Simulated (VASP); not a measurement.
# P (P2/m) in VASP: further runs

Runs on P. Level: PBE. Tasks: single point.

Everything below comes from runs of VASP 6.6.1. Logs are shortened: lines on timing, memory, paths and dates and some standing lists are left out, and cuts for length are marked.

### Step 1. Starting point

It takes space group P2/m (No. 10, monoclinic). The conventional cell has a = 2.425 Å, b = 2.439 Å, c = 4.852 Å, α = 90.00°, β = 90.24°, γ = 90.00°. Around P (site symmetry m) lie 6 P at 2.42 to 2.44 Å.

This isn't the form of P at room conditions, which is orthorhombic.

### Step 2. Single point, PBE

INCAR reads:

```
PREC = Accurate
ENCUT = 460
EDIFF = 1E-6
ISMEAR = 0
SIGMA = 0.05
LREAL = False
LASPH = True
NELM = 100
ALGO = Normal
ISIF = 2
LWAVE = False
LCHARG = False
GGA = PE
ADDGRID = False
```

KPOINTS reads:

```
regular mesh
0
Gamma
  14 14 7
```

POSCAR reads:

```
P
1.0
    2.4246941115      0.0000000000      0.0000000000
    0.0000000000      2.4385351442      0.0000000000
   -0.0203144631      0.0000000000      4.8524328982
P
2
Direct
    0.0000000300      0.0000000000      0.7494253600
    0.9999999700      0.0000000000      0.2505746400
```

Potentials or basis: VASP PAW PBE potentials, release 64 (P).

Command:

```
$ cat potpaw_PBE.64/P/POTCAR > POTCAR
$ mpirun -np 1 vasp_std > vasp.out
```

OUTCAR:

```text
PREC = Accurate
   ENCUT = 460
   EDIFF = 1E-6
   ISMEAR = 0
   LREAL = False
   LASPH = True
   NELM = 100
   ISIF = 2
   GGA = PE

 Found    400 irreducible k-points:

 Following reciprocal coordinates:
            Coordinates               Weight
  0.000000  0.000000  0.000000      1.000000
  0.071429  0.000000  0.000000      2.000000
  0.142857  0.000000  0.000000      2.000000
  0.214286  0.000000  0.000000      2.000000
  0.285714  0.000000  0.000000      2.000000
  0.357143  0.000000  0.000000      2.000000
   k-points           NKPTS =    400   k-points in BZ     NKDIM =    400   number of bands    NBANDS=      9
   number of dos      NEDOS =    301   number of ions     NIONS =      2
   total plane-waves  NPLWV =  11664
   dimension x,y,z NGX =    18 NGY =   18 NGZ =   36
   dimension x,y,z NGXF=    36 NGYF=   36 NGZF=   72
   ions per type =               2
   NGX,Y,Z   is equivalent  to a cutoff of  12.34, 12.27, 12.33 a.u.
   NGXF,Y,Z  is equivalent  to a cutoff of  24.68, 24.54, 24.67 a.u.
 SYSTEM =  unknown system
   PREC   = accura    normal or accurate (medium, high low for compatibility)
   ISTART =      0    job   : 0-new  1-cont  2-samecut
   ICHARG =      2    charge: 1-file 2-atom 10-const
   ISPIN  =      1    spin polarized calculation?
   LNONCOLLINEAR =      F non collinear calculations
   LSORBIT =      F    spin-orbit coupling
   LASPH  =      T    aspherical Exc in radial PAW
   ENCUT  =  460.0 eV  33.81 Ry    5.81 a.u.   4.24  4.26  8.49*2*pi/ulx,y,z
   NELM   =    100;   NELMIN=  2; NELMDL= -5     # of ELM steps
   EDIFF  = 0.1E-05   stopping-criterion for ELM
   LREAL  =      F    real-space projection
   EDIFFG = 0.1E-04   stopping-criterion for IOM
   NSW    =      0    number of steps for IOM
   IBRION =     -1    ionic relax: 0-MD 1-quasi-New 2-CG
   NFREE  =      0    steps in history (QN), initial steepest desc. (CG)
   ISIF   =      2    stress and relaxation
   ISYM   =      2    0-nonsym 1-usesym 2-fastsym
   POTIM  = 0.5000    time-step for ionic-motion
   TEBEG  =    0.0;   TEEND  =   0.0 temperature during run
   PSTRESS=    0.0 pullay stress
   NELECT =      10.0000    total number of electrons
   NUPDOWN=      -1.0000    fix difference up-down
   EMIN   =  10.00;   EMAX   =-10.00  energy-range for DOS
   EFERMI =   0.00;   METHOD = LEGACY
   ISMEAR =     0;   SIGMA  =   0.05  broadening in eV -4-tet -1-fermi 0-gaus
   EFERMI_NEDOS =   21; number of points for ismear=-14 and -15
   IALGO  =     38    algorithm
   IMIX   =      4    mixing-type and parameters
     AMIX     =   0.40;   BMIX     =  1.00
     AMIX_MAG =   1.60;   BMIX_MAG =  1.00
  volume/ion in A,a.u.               =      14.35        96.81
  Fermi-wavevector in a.u.,A,eV,Ry     =   1.152107  2.177167 18.059715  1.327352
  Thomas-Fermi vector in A             =   2.288761
   LORBIT       =      0    0 simple, 1 ext, 2 COOP (PROOUT), +10 PAW based schemes
   GGA     = PE    functional components
   LHFCALC =     F    Hartree Fock is set to
   AEXX    =    0.0000 exact exchange contribution
   IVDW    =     0    specifies the selected vdW correction
   LEPSILON=     F    determine dielectric tensor
   LRPA    =     F    only Hartree local field effects (RPA)
 non-spin polarized calculation
 Gauss-broadening in eV      SIGMA  =   0.05
  energy-cutoff  :      460.00
  volume of cell :       28.69
 maximum number of plane-waves:       656
 NGX is ok and might be reduce to    18
   NGX =  9   NGY =  9   NGZ = 17

 number of electron      10.0000000 magnetization

 number of electron       9.9999996 magnetization

 Free energy of the ion-electron system (eV)
  ---------------------------------------------------
  ext. energy  EPLUGINS =         0.00000000
  ---------------------------------------------------
  free energy    TOTEN  =       -10.54040147 eV

  energy without entropy =      -10.53925962  energy(sigma->0) =      -10.53983055

 E-fermi :   9.8133     XC(G=0): -11.3431

 val. band max:        9.8069692209   @ k =   0.2143   0.2857   0.0000
 cond. band min:       9.8138096431   @ k =   0.2143   0.5000   0.4286
 fundamental gap:      0.0068404222
 Fermi energy:         9.8133015230

 k-point     1 :       0.0000    0.0000    0.0000
  band No.  band energies     occupation
      1      -6.7941      2.00000
      2      -2.3663      2.00000
      3       1.0624      2.00000
      4      14.8086      0.00000
      5      15.0166      0.00000
      6      15.0578      0.00000
      7      16.6089      0.00000
      8      16.6755      0.00000
      9      17.8714      0.00000

 k-point     2 :       0.0714    0.0000    0.0000
  band No.  band energies     occupation
      1      -6.6756      2.00000
      2      -2.2472      2.00000
      3       1.1698      2.00000
      4      13.0513      0.00000
      5      14.9025      0.00000
      6      15.1173      0.00000
      7      16.1887      0.00000
      8      16.7169      0.00000
      9      17.8041      0.00000

 k-point     3 :       0.1429    0.0000    0.0000
  band No.  band energies     occupation
      1      -6.3216      2.00000
      2      -1.8911      2.00000
      3       1.4886      2.00000
      4      10.4594      0.00000
      5      13.8464      0.00000
      6      15.1803      0.00000
      7      15.3945      0.00000
      8      16.9949      0.00000
      9      18.0643      0.00000

 k-point     4 :       0.2143    0.0000    0.0000
  band No.  band energies     occupation
      1      -5.7383      2.00000
      2      -1.3019      2.00000
      3       2.0067      2.00000
      4       7.9591      2.00000
      5      11.5249      0.00000
      6      15.6290      0.00000
      7      15.8422      0.00000
      8      17.1238      0.00000
      9      17.4345      0.00000

 k-point     5 :       0.2857    0.0000    0.0000
  band No.  band energies     occupation
      1      -4.9398      2.00000
      2      -0.4882      2.00000
      3       2.6951      2.00000
      4       5.6370      2.00000
      5       9.3184      2.00000
      6      14.7745      0.00000
      7      16.2186      0.00000
      8      16.4306      0.00000
      9      17.9902      0.00000

 k-point     6 :       0.3571    0.0000    0.0000
  band No.  band energies     occupation
      1      -3.9627      2.00000
      2       0.5308      2.00000
      3       3.4857      2.00000
      4       3.5586      2.00000
      5       7.2855      2.00000
      6      12.7859      0.00000
      7      16.8821      0.00000
      8      17.0928      0.00000
      9      18.5782      0.00000

 [... further k-points ...]

------------------------ aborting loop because EDIFF is reached ----------------------------------------

  FORCE on cell =-STRESS in cart. coord.  units (eV):
  Direction    XX          YY          ZZ          XY          YZ          ZX
  --------------------------------------------------------------------------------------
  -------------------------------------------------------------------------------------
  Total        0.4320399      0.4272726      0.4369360      0.0000000      0.0000000      0.0045959
  in kB       24.1262007     23.8599820     24.3996102      0.0000000      0.0000000      0.2566473
  external PRESSURE =      24.1285976 kB  Pullay stress =       0.0000000 kB

 VOLUME and BASIS-vectors are now :
 -----------------------------------------------------------------------------
  energy-cutoff  :      460.00
  volume of cell :       28.69
      direct lattice vectors                 reciprocal lattice vectors
     2.424694112  0.000000000  0.000000000     0.412423157  0.000000000  0.001726589
     0.000000000  2.438535144  0.000000000     0.000000000  0.410082259  0.000000000
    -0.020314463  0.000000000  4.852432898     0.000000000  0.000000000  0.206082190

 POSITION                                       TOTAL-FORCE (eV/Angst)
 -----------------------------------------------------------------------------------
     -0.01522      0.00000      3.63654         0.000466      0.000000     -0.007137
      2.41960      0.00000      1.21590        -0.000466      0.000000      0.007137
 -----------------------------------------------------------------------------------
    total drift:                                0.000000      0.000000     -0.000000

  FREE ENERGIE OF THE ION-ELECTRON SYSTEM (eV)
  ---------------------------------------------------
  free  energy   TOTEN  =       -10.5404014697 eV

  energy  without entropy=      -10.5392596232  energy(sigma->0) =      -10.53983055
```

stdout:

```text
POSCAR found type information on POSCAR P
 POSCAR found :  1 types and       2 ions
 scaLAPACK will be used
 LDA part: xc-table for (Slater+PW92), standard interpolation
 POSCAR, INCAR and KPOINTS ok, starting setup
 FFT: planning ... GRIDC
 FFT: planning ... GRID_SOFT
 FFT: planning ... GRID
 WAVECAR not read
 entering main loop
```

Run time: 63 s. Hardware: 1 thread of Intel Xeon Platinum 8259CL at 2.50GHz (Skylake/Cascade Lake), shared host; peak memory 0.18 GiB.

These settings aren't checked as converged: the numbers below hold their error.

What came out:

```
Free energy            : -10.5404 eV
Pressure               : 2.4 GPa
Largest force          : 0.007 eV/Å
Band gap on the k mesh : none (metal or under the smearing width)
```

### Step 3. Single point, PBE

INCAR is that of step 2.

KPOINTS is that of step 2.

POSCAR reads:

```
P
1.0
    2.4246941115      0.0000000000      0.0000000000
    0.0000000000      2.4385351442      0.0000000000
   -0.0203144631      0.0000000000      4.8524328982
P
2
Direct
   -0.0009640000     -0.0137570000      0.7520410000
    1.0088450000      0.0001830000      0.2407300000
```

Potentials or basis: VASP PAW PBE potentials, release 64 (P).

Command:

```
$ cat potpaw_PBE.64/P/POTCAR > POTCAR
$ mpirun -np 1 vasp_std > vasp.out
```

Wall time 2.4 min (1 thread of Intel Xeon Platinum 8259CL at 2.50GHz (Skylake/Cascade Lake), shared host); peak memory 0.23 GiB.

These settings aren't checked as converged: the numbers below hold their error.

What came out:

* Free energy: -10.5399 eV
* Pressure: 2.6 GPa
* Largest force: 0.067 eV/Å
* Band gap on the k mesh: none (metal or under the smearing width)

### Step 4. Single point, PBE

INCAR: that of step 3 with these lines changed.

```diff
@@ -4,3 +4,3 @@
 ISMEAR = 0
-SIGMA = 0.05
+SIGMA = 0.02
 LREAL = False
```

KPOINTS is that of step 3.

POSCAR reads:

```
P
1.0
    2.4246941115      0.0000000000      0.0000000000
    0.0000000000      2.4385351442      0.0000000000
   -0.0203144631      0.0000000000      4.8524328982
P
2
Direct
    0.0000000300      0.0000000000      0.7494253600
    0.9999999700      0.0000000000      0.2505746400
```

Command:

```
$ cat potpaw_PBE.64/P/POTCAR > POTCAR
$ mpirun -np 1 vasp_std > vasp.out
```

Wall time 79 s (1 thread of Intel Xeon Platinum 8259CL at 2.50GHz (Skylake/Cascade Lake), shared host); peak memory 0.18 GiB.

These settings aren't checked as converged: the numbers below hold their error.

Results:

| Item | Value |
| --- | --- |
| Free energy | -10.5399 eV |
| Pressure | 2.4 GPa |
| Largest force | 0.008 eV/Å |
| Band gap on the k mesh | none (metal or under the smearing width) |

### Step 5. Single point, PBE

INCAR is that of step 4.

KPOINTS is that of step 4.

POSCAR reads:

```
P
1.0
    2.4246941115      0.0000000000      0.0000000000
    0.0000000000      2.4385351442      0.0000000000
   -0.0203144631      0.0000000000      4.8524328982
P
2
Direct
   -0.0009640000     -0.0137570000      0.7520410000
    1.0088450000      0.0001830000      0.2407300000
```

Command:

```
$ cat potpaw_PBE.64/P/POTCAR > POTCAR
$ mpirun -np 1 vasp_std > vasp.out
```

Wall time 82 s (1 thread of Intel Xeon Platinum 8259CL at 2.50GHz (Skylake/Cascade Lake), shared host); peak memory 0.23 GiB.

These settings aren't checked as converged: the numbers below hold their error.

Results:

```yaml
Free_energy: -10.5395 eV
Pressure: 2.6 GPa
Largest_force: 0.066 eV/Å
Band_gap_on_the_k_mesh: none (metal or under the smearing width)
```
